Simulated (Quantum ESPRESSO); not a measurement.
Crystal: CeO2.

```
CELL_PARAMETERS angstrom
0.00000 2.70365 2.70365
2.70365 0.00000 2.70365
2.70365 2.70365 0.00000
ATOMIC_POSITIONS crystal
Ce 0.00000 0.00000 0.00000
O 0.75000 0.75000 0.75000
O 0.25000 0.25000 0.25000
```

Base run:

```yaml
Program: Quantum ESPRESSO 7.5
Functional: PBE
Potentials_or_basis: SSSP 1.3 efficiency PBE
Cutoff: 748 eV
Density_cutoff: 5987 eV
k_mesh: 9 × 9 × 9
Occupations: fermi-dirac, width 0.05 eV
Spin: collinear spin, ferromagnetic start
Starting_moments: "[1.0, 0.0, 0.0] μB"
Hubbard_terms: Ce f U = 5 eV
```

Its results: band gap on the k mesh 1.99 eV, indirect (least direct gap 2.21 eV); pressure 10.8 GPa; net moment 0.00 μB per cell.

**Question.** The run is repeated on the same cell with these changes: hubbard terms from Ce f U = 5 eV to Ce f U = 4 eV. What comes out?

**Answer.** Band gap on the k mesh 2.10 eV, indirect (least direct gap 2.27 eV); pressure 9.9 GPa; net moment 0.00 μB per cell.

Caveats: the magnetic or orbital state may not be the lowest; spin-orbit coupling is left out, which moves the levels of the heavy elements; an odd mesh through Γ misses points on the zone boundary, where band edges often lie.
